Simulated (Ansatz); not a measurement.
# Ionic part of the dielectric constant of BN at 40 GPa, mode by mode

Theory: DFT PBEsol, scalar-relativistic, plane waves, PAW (Ansatz). Settings: 420 eV plane-wave cutoff, Γ-centred 12×12×12 mesh, fixed occupations. No spin polarisation. Phonons by linear response, acoustic sum rule imposed.

It takes space group F-43m (No. 216, cubic). The conventional cell has a = 3.501 Å, b = 3.501 Å, c = 3.501 Å, α = 90.00°, β = 90.00°, γ = 90.00°. B (site symmetry -43m) is surrounded by 4 N at 1.52 Å. N (site symmetry -43m) is surrounded by 4 B at 1.52 Å.

Other phases may be more stable at this pressure.

The primitive cell has V = 10.73 Å³ and ε∞,xx = 4.554. Each polar mode adds Δε = (4.92064×10⁷/V)·S/ν² along x, with S its oscillator strength in e²/amu, ν in cm⁻¹ and V in Å³.

Q: From these modes, find each Δε and ε0,xx.
```
ν (cm⁻¹) S_xx (e²/amu)
  1165.2         0.5667
```

A:
```tsv
ν (cm⁻¹)	Δε
1165.2	1.91
```

The sum is 1.915, so ε0,xx = 6.47; the run's tensor has 6.47.

Q: Where do the longitudinal modes lie for a wave vector along x?

A: At 1389 cm⁻¹. The Lyddane–Sachs–Teller product Π(ν_LO/ν_TO)² = 1.42 matches ε0/ε∞ = 1.42.

Cost: 1 run of about 0.2 core-minutes, on Arm Neoverse V1 (shared hosts).

The static dielectric response of cubic BN here remains mainly electronic: the lattice adds 1.91 to an ε∞ of 4.554. All of this comes from the single triply degenerate polar mode, in which the B and N sublattices move against each other, and cubic symmetry makes the result the same in every direction. The modest ionic share reflects the stiffness of the short, strongly covalent sp³ bonds. The light atoms raise the frequency, but they raise the oscillator strength equally, so the mass cancels in Δε, leaving the balance between effective charge and restoring force. The bonds are nevertheless clearly polar, since the electronegativity difference gives the mode a macroscopic field that lifts the longitudinal branch from 1165.2 to 1389 cm⁻¹. With only one polar mode, the Lyddane–Sachs–Teller agreement confirms internal consistency rather than the accuracy of the frequencies or of ε∞. A single volume also cannot show how compression divides its effect between bond stiffening and changes in effective charge.
